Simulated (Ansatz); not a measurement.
Fluorite SrF2 was calculated with HSE06-D3(BJ) in Ansatz (PAW).

Run with plane-wave cutoff 460 eV, 8×8×8 k mesh, Fermi–Dirac smearing 0.01 eV, scalar-relativistic PAW data made under PBE.

The cell is scaled about its equilibrium volume:

```
V (Å³/atom)  P (GPa)  direct gap at Γ (eV)  smallest gap on the k mesh (eV)
-----------  -------  --------------------  -------------------------------
15.097          4.33                 9.526                            9.444
15.494          2.02                 9.371                            9.284
15.989         -0.44                 9.187                            9.094
16.289         -1.73                 9.080                            8.983
16.686         -3.24                 8.942                            8.842
```

The fundamental gap (9.13 eV at the equilibrium volume, on the SCF mesh) lies elsewhere than Γ–Γ.

Measured, for comparison: band gap 11.1 eV (temperature not stated, not corrected to a static lattice; as tabulated in Aguado et al. (1999), arXiv:cond-mat/9901145).

Spin–orbit coupling is not included.

Ansatz is a program for electronic structure.
